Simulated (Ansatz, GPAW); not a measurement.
# naphthalene-2,6-dithiol between two Cu chains: relaxation, then transmission at several levels, part 3 of 4

Wanted: T(E) of naphthalene-2,6-dithiol between two Cu chains at a relaxed geometry in two programs, beside the unrelaxed structure.

GPAW 26.7.0 and Ansatz 0.2.0; Ansatz plane waves; relaxation of the junction with the lead ends held; PAW set soft_1 (the session's first sound run).

So far, transmission at the Fermi level (one spin): step 3 (plane-wave reference (PBE)) 0.991.

## (4) GPAW, dzp

The script solves lead and junction separately, takes H and S in the orbital basis, and joins semi-infinite leads through their self-energies; the dzp basis is the working standard.

This step: GPAW LCAO, PAW setups; Landauer transmission from Green's functions with principal layers (ASE), zero bias (GPAW 26.7.0).

Contents of run.py:

```python
import json
import numpy as np
from ase import Atoms
from ase.transport.calculators import TransportCalculator
from gpaw import GPAW, FermiDirac
from gpaw.lcao.tools import get_lcao_hamiltonian
from scipy.linalg import eigh

# The junction with lead layers at both ends, along the third cell vector
device = Atoms(
    ['Cu', 'Cu', 'Cu', 'Cu', 'Cu', 'Cu', 'S', 'H', 'C', 'C', 'H', 'C', 'H', 'C', 'C', 'C', 'C', 'H', 'C', 'H', 'C', 'C', 'H', 'S', 'Cu', 'Cu', 'Cu', 'Cu', 'Cu', 'Cu'],
    positions=[
        [6.41546, 4.63619, 1.15000],
        [6.41546, 4.63619, 3.45000],
        [6.41546, 4.63619, 5.75000],
        [6.41546, 4.63619, 8.05000],
        [6.90866, 5.67797, 10.09007],
        [6.14496, 4.80441, 12.12075],
        [4.85049, 4.65214, 13.81404],
        [7.52022, 4.73207, 15.25802],
        [5.36954, 4.73346, 15.47879],
        [6.68758, 4.74443, 15.96301],
        [3.27501, 4.76346, 16.06208],
        [4.29905, 4.75851, 16.43533],
        [9.12648, 4.76757, 17.15770],
        [6.95928, 4.75909, 17.34519],
        [8.29148, 4.76221, 17.86069],
        [4.54463, 4.76855, 17.78362],
        [5.87683, 4.76184, 18.29898],
        [3.70974, 4.77655, 18.48667],
        [8.53688, 4.75670, 19.20907],
        [9.56100, 4.75941, 19.58217],
        [6.14833, 4.75033, 19.68124],
        [7.46625, 4.74001, 20.16585],
        [5.31556, 4.74320, 20.38613],
        [7.98450, 4.66890, 21.83121],
        [6.68448, 4.79615, 23.52314],
        [5.85883, 5.61996, 25.55146],
        [6.41546, 4.63619, 27.60820],
        [6.41546, 4.63619, 29.90820],
        [6.41546, 4.63619, 32.20820],
        [6.41546, 4.63619, 34.50820]],
    cell=[[12.83092, 0.0, 0.0], [0.0, 9.27238, 0.0], [0.0, 0.0, 35.6582]],
    pbc=True)

# One principal layer of the lead: the first 3 atoms of the device
lead = Atoms(
    ['Cu', 'Cu', 'Cu'],
    positions=[
        [6.41546, 4.63619, 1.15000],
        [6.41546, 4.63619, 3.45000],
        [6.41546, 4.63619, 5.75000]],
    cell=[[12.83092, 0.0, 0.0], [0.0, 9.27238, 0.0], [0.0, 0.0, 6.9]],
    pbc=True)

settings = dict(mode='lcao', basis='dzp', xc='PBE', h=0.2,
                occupations=FermiDirac(0.1), maxiter=250,
                mixer=dict(beta=0.1, nmaxold=8, weight=100.0),
                convergence=dict(density=0.0001))
energies = np.arange(-2, 2 + 1e-9, 0.025)
eta = 0.0001
n1, n2 = 1, 1
# k and -k transmit alike, so half of the mesh across the current serves
mesh = [(i, j) for i in range(n1) for j in range(n2) if (i, j) <= (-i % n1, -j % n2)]
weights = np.array([1 if (i, j) == (-i % n1, -j % n2) else 2 for i, j in mesh]) / (n1 * n2)

# [... helper functions left out ...]
fermi_lead = ground_state(lead, (1, 1, 16), 'lead.txt')
fermi_device = ground_state(device, (1, 1, 2), 'device.txt')
# [... loop over the mesh left out, but for ...]
        # Shift the lead onto the potential of the device's first layer
        shift = ((H[:, 0, 0] - H0[:, 0, 0]) / S0[0, 0]).real.mean()
# [...]
kT = 8.617333e-5 * 300
bias = [0.1, 0.2, 0.5, 1.0, 1.5, 2.0]
# [... integrals and printing left out ...]
```

On the command line:

```console
$ OMP_NUM_THREADS=1 OPENBLAS_NUM_THREADS=1 python run.py
```

Numbers of over 12 decimals in the logs are rounded to 6 here.

The program printed:

```text
basis functions: device 366, principal layer 45
Fermi level: lead -3.9339 eV, device -3.6741 eV; lead shifted by -0.0207 eV
largest coupling past the next layer 4.59e-05 eV, largest misfit of the first layer 0.060 eV
  E-E_F (eV)   T (one spin)  [channel counts left out]
    -2.000    8.6010e-01
    -1.975    9.6063e-01
    -1.950    9.9483e-01
    -1.925    9.3642e-01
    -1.900    8.1915e-01
    -1.875    6.9584e-01
    -1.850    5.9627e-01
    -1.825    5.2722e-01
    -1.800    4.8485e-01
    -1.775    4.5754e-01
    -1.750    3.5925e-01
    -1.725    1.9260e-01
    -1.700    4.5212e-02
    -1.675    2.2665e-02
    -1.650    1.0664e-01
    -1.625    2.1870e-01
[...]
1.825    3.3087e-05
     1.850    3.4252e-05
     1.875    3.5627e-05
     1.900    3.7249e-05
     1.925    3.9162e-05
     1.950    4.1427e-05
     1.975    4.4122e-05
     2.000    4.7348e-05
conductance at 300 K: 0.47141 G0 a cell; thermopower 19.48 uV/K
current from the zero-bias T(E) at 0.1 V: 3.2001 uA
current from the zero-bias T(E) at 0.2 V: 4.8691 uA
current from the zero-bias T(E) at 0.5 V: 6.3066 uA
current from the zero-bias T(E) at 1.0 V: 7.8184 uA
current from the zero-bias T(E) at 1.5 V: 20.523 uA
current from the zero-bias T(E) at 2.0 V: 34.731 uA
```

Elapsed: 2.8 min, on 1 thread of Arm Neoverse V1, shared host; peak memory 1.6 GiB.

This step gave:

* conductance: 0.4714 G₀
* largest coupling past the next principal layer: 4.59e-5 eV
* largest misfit of the first principal layer: 0.05962 eV
* shift that aligns the lead: -0.02070 eV
* basis functions of the junction: 366
* basis functions of a principal layer: 45
* transmission at the Fermi level (one spin): 0.9474

One spin. Table of transmission, zone mean by energy, zero at the Fermi level:

```csv
energy (eV),"transmission, zone mean"
-2.000,0.860
-1.950,0.995
-1.800,0.485
-1.600,0.331
-1.400,0.00416
-1.325,0.960
-1.200,0.00903
-1.000,0.823
-0.900,0.993
-0.800,0.282
-0.725,0.985
-0.625,0.987
-0.600,0.756
-0.400,0.0558
-0.200,0.0675
0.000,0.947
0.200,0.00719
0.400,0.00102
0.600,2.9e-4
0.800,1.2e-4
1.000,6.3e-5
1.200,4.1e-5
1.400,3.1e-5
1.600,2.9e-5
1.800,3.2e-5
2.000,4.7e-5
```

Not self-consistent under bias; the bias window is split evenly. Table of current through one cell, from the zero-bias transmission by bias:

```csv
bias (V),"current through one cell, from the zero-bias transmission (μA)"
0.100,3.20
0.200,4.87
0.500,6.31
1.000,7.82
1.500,20.5
2.000,34.7
```

Table of transmission of the three most open eigenchannels by energy, zero at the Fermi level:

```csv
energy (eV),channel 1,channel 2,channel 3
-2.000,0.860,0,0
-1.900,0.819,0,0
-1.800,0.485,0,0
-1.700,0.0447,5.3e-4,3.0e-8
-1.600,0.331,2.8e-5,5.8e-7
-1.500,0.00668,0.00397,1.3e-6
-1.400,0.00413,1.6e-5,1.1e-5
-1.300,0.426,6.2e-5,6.4e-6
-1.200,0.00639,0.00256,8.4e-5
-1.100,0.281,0.00180,1.5e-4
-1.000,0.823,1.5e-4,6.1e-5
-0.900,0.992,2.0e-5,9.3e-6
-0.800,0.281,7.3e-4,4.3e-6
-0.700,0.984,2.1e-4,2.9e-6
-0.600,0.756,8.5e-5,6.6e-7
-0.500,0.199,1.9e-5,1.2e-7
-0.400,0.0558,2.6e-6,1.8e-8
-0.300,0.0509,7.8e-7,8.1e-9
-0.200,0.0675,2.9e-7,3.8e-9
-0.100,0.122,0,0
0.000,0.947,0,0
0.100,0.0383,0,0
0.200,0.00719,0,0
0.300,0.00237,0,0
0.400,0.00102,0,0
0.500,5.1e-4,0,0
0.600,2.9e-4,0,0
0.700,1.8e-4,0,0
0.800,1.2e-4,0,0
0.900,8.4e-5,0,0
```

At the Fermi level T is 0.947 against 0.991 in plane waves. Couplings past the next layer reach 4.6e-5 eV, small enough to drop; the matrix elements of the cell's first layer differ from the bulk lead's by up to 0.060 eV. That layer keeps its own values in the calculation, and only beyond it is the lead taken as perfect. The Fermi levels of lead and junction count from different zeros of potential, one for each periodic cell; with both set to zero, the small remaining shift is what aligns them. By hand: G = 0.4714 × 77.48 μS = 36.5 μS, a resistance of 27.4 kΩ; at 0.1 V a linear junction would pass 3.65 μA, and the integral over the bias window gives 3.20 μA.

## (5) Single-zeta polarised basis

The second zeta is dropped, the polarisation orbitals stay.

run.py: that of step 4 with these lines changed.

```diff
@@ -55,3 +55,3 @@
 
-settings = dict(mode='lcao', basis='dzp', xc='PBE', h=0.2,
+settings = dict(mode='lcao', basis='szp(dzp)', xc='PBE', h=0.2,
                 occupations=FermiDirac(0.1), maxiter=250,
```

The program printed:

```text
basis functions: device 240, principal layer 27
Fermi level: lead -3.9782 eV, device -3.9897 eV; lead shifted by -0.0200 eV
largest coupling past the next layer 4.61e-05 eV, largest misfit of the first layer 0.053 eV
  E-E_F (eV)   T (one spin)  channels
    -2.000    4.3871e-01    1.0000
    -1.975    2.0912e-01    1.0000
    -1.950    9.3947e-02    1.0000
[...]
1.975    1.9786e-03    1.0000
     2.000    8.0712e-04    1.0000
conductance at 300 K: 0.39683 G0 a cell; thermopower 74.52 uV/K
current from the zero-bias T(E) at 0.1 V: 2.9151 uA
current from the zero-bias T(E) at 0.2 V: 4.9579 uA
current from the zero-bias T(E) at 0.5 V: 7.1343 uA
current from the zero-bias T(E) at 1.0 V: 9.7093 uA
current from the zero-bias T(E) at 1.5 V: 23.161 uA
current from the zero-bias T(E) at 2.0 V: 37.429 uA
```

Elapsed: 2.4 min, on 1 thread; peak memory 1.5 GiB.

Numbers from this step:

```yaml
conductance: 0.3968 G₀
largest_coupling_past_the_next_principal_layer: 4.61e-5 eV
largest_misfit_of_the_first_principal_layer: 0.05318 eV
shift_that_aligns_the_lead: -0.01997 eV
basis_functions_of_the_junction: 240
basis_functions_of_a_principal_layer: 27
transmission_at_the_fermi_level_one_spin: 0.3781
```

One spin. Table of transmission, zone mean by energy, zero at the Fermi level:

```csv
energy (eV),"transmission, zone mean"
-2.000,0.439
-1.900,0.00964
-1.800,0.167
-1.725,0.929
-1.700,0.796
-1.600,0.347
-1.500,0.985
-1.400,0.0148
-1.300,0.0849
-1.200,0.00222
-1.100,0.0906
-1.000,0.679
-0.900,0.856
-0.825,0.983
-0.800,0.696
-0.700,0.949
-0.650,0.990
-0.600,0.988
-0.500,0.318
-0.400,0.0721
-0.300,0.0678
-0.200,0.0939
-0.100,0.247
-0.025,0.898
0.000,0.378
0.100,0.0246
0.200,0.00573
0.300,0.00208
0.400,9.5e-4
0.500,5.0e-4
0.600,3.0e-4
0.700,1.9e-4
0.800,1.3e-4
0.900,9.8e-5
1.000,7.7e-5
1.100,6.4e-5
1.200,5.7e-5
1.300,5.5e-5
1.400,5.6e-5
1.500,6.4e-5
1.600,8.3e-5
1.700,1.4e-4
1.800,3.4e-4
1.900,0.00572
2.000,8.1e-4
```

The conductance, 0.397 G₀, lies 16 % below that of the dzp run.

## (6) GPAW, sz: basis = "sz(dzp)"

One function for each valence shell of the setup, as for a first survey of a large system.

run.py: that of step 5 with these lines changed.

```diff
@@ -55,3 +55,3 @@
 
-settings = dict(mode='lcao', basis='szp(dzp)', xc='PBE', h=0.2,
+settings = dict(mode='lcao', basis='sz(dzp)', xc='PBE', h=0.2,
                 occupations=FermiDirac(0.1), maxiter=250,
```

The program printed:

```text
basis functions: device 126, principal layer 18
Fermi level: lead -3.7815 eV, device -3.9269 eV; lead shifted by -0.0307 eV
largest coupling past the next layer 4.64e-05 eV, largest misfit of the first layer 0.061 eV
  E-E_F (eV)   T (one spin)  [channel counts left out]
    -2.000    3.9022e-01
    -1.975    6.2537e-01
    -1.950    8.8009e-01
[...]
1.975    1.6437e-04
     2.000    1.0223e-04
conductance at 300 K: 0.21504 G0 a cell; thermopower 133.3 uV/K
current from the zero-bias T(E) at 0.1 V: 1.8032 uA
current from the zero-bias T(E) at 0.2 V: 3.7392 uA
current from the zero-bias T(E) at 0.5 V: 5.9636 uA
current from the zero-bias T(E) at 1.0 V: 8.8262 uA
current from the zero-bias T(E) at 1.5 V: 23.857 uA
current from the zero-bias T(E) at 2.0 V: 37.746 uA
```

Elapsed: 1.8 min, on 1 thread; peak memory 1.5 GiB.

This step gave:

| Item | Value |
| --- | --- |
| conductance | 0.2150 G₀ |
| largest coupling past the next principal layer | 4.64e-5 eV |
| largest misfit of the first principal layer | 0.06148 eV |
| shift that aligns the lead | -0.03067 eV |
| basis functions of the junction | 126 |
| basis functions of a principal layer | 18 |
| transmission at the Fermi level (one spin) | 0.1015 |

One spin. Transmission, zone mean against energy, zero at the Fermi level:

energy (eV), log10 transmission, zone mean and a bar from the least value:
```
   -2.000       -0.4 ###########################
   -1.925        0.0 ##############################
   -1.900        0.0 ##############################
   -1.800       -0.3 ############################
   -1.700       -1.0 #######################
   -1.600       -0.6 ##########################
   -1.500       -0.2 #############################
   -1.400       -1.0 ########################
   -1.300       -2.3 ###############
   -1.200       -1.9 ##################
   -1.100       -0.9 ########################
   -1.000       -0.3 ############################
   -0.900       -0.2 #############################
   -0.800        0.0 ##############################
   -0.700       -0.1 #############################
   -0.625        0.0 ##############################
   -0.600        0.0 ##############################
   -0.500       -0.5 ###########################
   -0.475       -0.1 ##############################
   -0.400       -1.2 ######################
   -0.300       -1.3 ######################
   -0.200       -1.2 ######################
   -0.100       -0.4 ###########################
   -0.075       -0.1 #############################
    0.000       -1.0 ########################
    0.100       -2.0 #################
    0.200       -2.6 #############
    0.300       -3.0 ###########
    0.400       -3.4 ########
    0.500       -3.6 #######
    0.600       -3.9 #####
    0.700       -4.1 ####
    0.800       -4.2 ###
    0.900       -4.4 ##
    1.000       -4.5 #
    1.100       -4.6 
    1.200       -4.6 
    1.300       -4.7 
    1.400       -4.6 
    1.500       -4.6 #
    1.600       -4.4 ##
    1.700       -4.1 ####
    1.800       -3.5 ########
    1.900       -2.5 ##############
    2.000       -4.0 ####
```

The conductance, 0.215 G₀, lies 54 % below that of the dzp run.

## (7) revPBE in the dzp basis: xc = "revPBE"

Back in the dzp basis, the functional changes from PBE to revPBE, to set the spread between functionals beside that between bases.

run.py: that of step 6 with these lines changed.

```diff
@@ -55,3 +55,3 @@
 
-settings = dict(mode='lcao', basis='sz(dzp)', xc='PBE', h=0.2,
+settings = dict(mode='lcao', basis='dzp', xc='revPBE', h=0.2,
                 occupations=FermiDirac(0.1), maxiter=250,
```

The program printed:

```text
basis functions: device 366, principal layer 45
Fermi level: lead -3.7976 eV, device -3.5601 eV; lead shifted by -0.0168 eV
largest coupling past the next layer 4.95e-05 eV, largest misfit of the first layer 0.059 eV
  E-E_F (eV)   T (one spin)  [channel counts left out]
    -2.000    8.4322e-01
    -1.975    9.4809e-01
    -1.950    9.9568e-01
[...]
1.975    4.3660e-05
     2.000    4.6702e-05
conductance at 300 K: 0.46557 G0 a cell; thermopower 27.4 uV/K
current from the zero-bias T(E) at 0.1 V: 3.1792 uA
current from the zero-bias T(E) at 0.2 V: 4.8739 uA
current from the zero-bias T(E) at 0.5 V: 6.3469 uA
current from the zero-bias T(E) at 1.0 V: 8.1515 uA
current from the zero-bias T(E) at 1.5 V: 21.605 uA
current from the zero-bias T(E) at 2.0 V: 35.735 uA
```

Elapsed: 2.9 min, on 1 thread; peak memory 1.6 GiB.

This step gave:

```yaml
conductance: 0.4656 G₀
largest_coupling_past_the_next_principal_layer: 4.95e-5 eV
largest_misfit_of_the_first_principal_layer: 0.05851 eV
shift_that_aligns_the_lead: -0.01675 eV
basis_functions_of_the_junction: 366
basis_functions_of_a_principal_layer: 45
transmission_at_the_fermi_level_one_spin: 0.8727
```

One spin. Table of transmission, zone mean by energy, zero at the Fermi level:

```csv
energy (eV),"transmission, zone mean"
-2.000,0.843
-1.950,0.996
-1.800,0.515
-1.600,0.337
-1.400,0.00494
-1.325,0.959
-1.200,0.00911
-1.000,0.841
-0.900,0.990
-0.800,0.315
-0.700,0.988
-0.625,0.990
-0.600,0.709
-0.400,0.0557
-0.200,0.0693
0.000,0.873
0.200,0.00699
0.400,0.00102
0.600,2.9e-4
0.800,1.2e-4
1.000,6.4e-5
1.200,4.1e-5
1.400,3.2e-5
1.600,2.9e-5
1.800,3.2e-5
2.000,4.7e-5
```

The conductance, 0.466 G₀, lies 1.2 % below that of the dzp run.

## (8) The structure as built: geometry = "as built"

The dzp basis with PBE on the structure as first built shows what the relaxation was worth.

run.py: that of step 7 with these lines changed.

```diff
@@ -16,24 +16,24 @@
         [6.41546, 4.63619, 8.05000],
-        [6.90866, 5.67797, 10.09007],
-        [6.14496, 4.80441, 12.12075],
-        [4.85049, 4.65214, 13.81404],
-        [7.52022, 4.73207, 15.25802],
-        [5.36954, 4.73346, 15.47879],
-        [6.68758, 4.74443, 15.96301],
-        [3.27501, 4.76346, 16.06208],
-        [4.29905, 4.75851, 16.43533],
-        [9.12648, 4.76757, 17.15770],
-        [6.95928, 4.75909, 17.34519],
-        [8.29148, 4.76221, 17.86069],
-        [4.54463, 4.76855, 17.78362],
-        [5.87683, 4.76184, 18.29898],
-        [3.70974, 4.77655, 18.48667],
-        [8.53688, 4.75670, 19.20907],
-        [9.56100, 4.75941, 19.58217],
-        [6.14833, 4.75033, 19.68124],
-        [7.46625, 4.74001, 20.16585],
-        [5.31556, 4.74320, 20.38613],
-        [7.98450, 4.66890, 21.83121],
-        [6.68448, 4.79615, 23.52314],
-        [5.85883, 5.61996, 25.55146],
+        [6.41546, 4.63619, 10.35000],
+        [6.41546, 4.63619, 12.65000],
+        [4.95907, 6.01556, 13.79558],
+        [7.46471, 6.02063, 15.26447],
+        [5.32719, 6.00804, 15.53653],
+        [6.65094, 6.01198, 15.98636],
+        [3.25000, 6.02238, 16.13055],
+        [4.28541, 6.01621, 16.46356],
+        [9.10030, 6.02157, 17.12307],
+        [6.94485, 6.01232, 17.36086],
+        [8.26910, 6.01630, 17.82507],
+        [4.56182, 6.01630, 17.83313],
+        [5.88607, 6.01232, 18.29734],
+        [3.73062, 6.02157, 18.53513],
+        [8.54551, 6.01621, 19.19464],
+        [9.58092, 6.02238, 19.52765],
+        [6.17998, 6.01199, 19.67183],
+        [7.50373, 6.00805, 20.12167],
+        [5.36621, 6.02064, 20.39372],
+        [7.87185, 6.01557, 21.86262],
+        [6.41546, 4.63619, 23.00820],
+        [6.41546, 4.63619, 25.30820],
         [6.41546, 4.63619, 27.60820],
@@ -55,3 +55,3 @@
 
-settings = dict(mode='lcao', basis='dzp', xc='revPBE', h=0.2,
+settings = dict(mode='lcao', basis='dzp', xc='PBE', h=0.2,
                 occupations=FermiDirac(0.1), maxiter=250,
```

The program printed:

```text
basis functions: device 366, principal layer 45
Fermi level: lead -3.9339 eV, device -3.7331 eV; lead shifted by -0.0008 eV
largest coupling past the next layer 4.59e-05 eV, largest misfit of the first layer 0.019 eV
  E-E_F (eV)   T (one spin)  [channel counts left out]
    -2.000    4.3072e-05
    -1.975    6.0700e-06
    -1.950    1.5108e-09
[...]
1.975    3.9676e-02
     2.000    4.6324e-02
conductance at 300 K: 0.2274 G0 a cell; thermopower 92.29 uV/K
current from the zero-bias T(E) at 0.1 V: 1.8951 uA
current from the zero-bias T(E) at 0.2 V: 4.3684 uA
current from the zero-bias T(E) at 0.5 V: 10.264 uA
current from the zero-bias T(E) at 1.0 V: 13.915 uA
current from the zero-bias T(E) at 1.5 V: 25.671 uA
current from the zero-bias T(E) at 2.0 V: 30.297 uA
```

Wall time 1.9 min (1 thread); peak memory 1.6 GiB.

Numbers from this step:

```
conductance                                    : 0.2274 G₀
largest coupling past the next principal layer : 4.59e-5 eV
largest misfit of the first principal layer    : 0.01917 eV
shift that aligns the lead                     : -7.94e-4 eV
transmission at the Fermi level (one spin)     : 0.1766
```

The conductance, 0.227 G₀, lies 52 % below that of the dzp run.

## (9) The ladder

Times are wall times on the hardware named with each run. Results by setting:

```csv
no.,run,conductance (G₀),time,memory (GiB)
1,pw PBE,0.5243,2.4 h,6.9
2,dzp,0.4714,2.8 min,1.6
3,szp,0.3968,2.4 min,1.5
4,sz,0.2150,1.8 min,1.5
5,dzp revPBE,0.4656,2.9 min,1.6
6,asbuilt,0.2274,1.9 min,1.6
```

(Continued in part 4 of 4.)

[Logs are printed without paths, hosts, clocks, repeated set-up lines and the standing remarks that a program may print on its own settings, such as how far it seeks lower states.]

[Hosts, paths, dates, database ids (printed as entryN), source tags and the programs' standing remarks are cut or masked in the printed files.]
